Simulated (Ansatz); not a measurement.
**HgTe: stress in a strained cell**

HgTe is deformed so: equal xx and yy strain of +3 %. What stress and forces result, by LAPW, PAW and all-electron datasets made for the crystal?

Program: Ansatz 0.2.0. Level of theory: DFT PBE, scalar-relativistic. These are calculated values, not measurements.

**1. The structure to begin with**

Symmetry: F-43m, No. 216, cubic system. The conventional cell has a = 6.447 Å, b = 6.447 Å, c = 6.447 Å, α = 90.00°, β = 90.00°, γ = 90.00°. Around Hg (site symmetry -43m) lie 4 Te at 2.79 Å. Te (site symmetry -43m) is surrounded by 4 Hg at 2.79 Å.

Coordinates:

```cif
data_structure
_symmetry_space_group_name_H-M 'P 1'
_symmetry_Int_Tables_number 1
_cell_length_a 4.5587
_cell_length_b 4.5587
_cell_length_c 4.5587
_cell_angle_alpha 60.000
_cell_angle_beta 60.000
_cell_angle_gamma 60.000
_cell_volume 66.99
loop_
_atom_site_label
_atom_site_type_symbol
_atom_site_fract_x
_atom_site_fract_y
_atom_site_fract_z
_atom_site_occupancy
Hg1 Hg 0.00000 0.00000 0.00000 1
Te1 Te 0.75000 0.75000 0.75000 1
```

Atoms are numbered in the order of the input: Hg1, Te2.

**2. After the deformation**

Space group F-43m before, I-4m2 after.

**3. LAPW, all electrons**

The input, input.yaml:

```yaml
crystal:
  lattice:
    - [0.0, 3.320205, 3.2235]
    - [3.320205, 0.0, 3.2235]
    - [3.320205, 3.320205, 0.0]
  atoms:
    - { symbol: Hg, position: [0.0, 0.0, 0.0] }
    - { symbol: Te, position: [0.75, 0.75, 0.75] }
kpoints:
  mp_grid: { grid: [11, 11, 11] }
  band_path:
    path:
      - [0.0, 0.0, 0.0]
      - [0.0, 0.5, 0.5]
      - [0.25, 0.75, 0.5]
      - [0.0, 0.5, 0.0]
      - [0.0, 0.0, 0.0]
      - [0.5, 0.5, 0.0]
      - [0.3826125, 0.6173875, 0.0]
      - [-0.3826125, 0.3826125, 0.0]
      - [0.0, 0.0, 0.0]
    npoints: 5
scf:
  occupations: { method: fermi_dirac, width: 0.03 }
hamiltonian:
  xc: pbe
  pseudopotentials: { kind: all_electron, lapw: { basis_error: 0.0005 } }
output:
  forces: true
  stress: true
  eigenvalues: true
```

Launch:

```console
$ ansatz run input.yaml --threads 1 --pin off --max-ram 3072MiB --backend cpu --events-out ev --progress --plain --runs-dir out
```

**4. PAW on the default files**

The input, input.yaml:

```yaml
crystal:
  lattice:
    - [0.0, 3.320205, 3.2235]
    - [3.320205, 0.0, 3.2235]
    - [3.320205, 3.320205, 0.0]
  atoms:
    - { symbol: Hg, position: [0.0, 0.0, 0.0] }
    - { symbol: Te, position: [0.75, 0.75, 0.75] }
kpoints:
  mp_grid: { grid: [11, 11, 11] }
scf:
  occupations: { method: fermi_dirac, width: 0.03 }
hamiltonian:
  xc: pbe
  pseudopotentials: { kind: paw }
output:
  forces: true
  stress: true
  eigenvalues: true
  efg: { contact_densities: true }
```

**5. All-electron PAW on datasets made for the crystal**

Edit input.yaml of step 4 so:

```diff
@@ -14,3 +14,3 @@
   xc: pbe
-  pseudopotentials: { kind: paw }
+  pseudopotentials: { kind: all_electron, datasets: crystal }
 output:
```

(Steps that only read results are left out.)

What does the calculation give? Wanted: pressure; largest shear or deviatoric stress.

**Answer**, as computed:

| quantity | value |
| --- | --- |
| pressure | LAPW 1.27, PAW 1.27, crystal datasets 1.27 GPa |
| largest shear or deviatoric stress (LAPW) | 0.26 GPa |

The largest part of the stress beyond the pressure is 0.26 GPa in size, in the zz component; the atoms are carried along and not relaxed. No run of the undeformed cell stands beside it, so the pressure holds what the given cell had before the change. PAW: stress within 0.01 GPa of LAPW. Crystal datasets: stress within 0.01 GPa of LAPW. Spin-orbit coupling is left out, though the cell holds Hg; in elements this heavy it can shift bands and gaps by tenths of an eV.
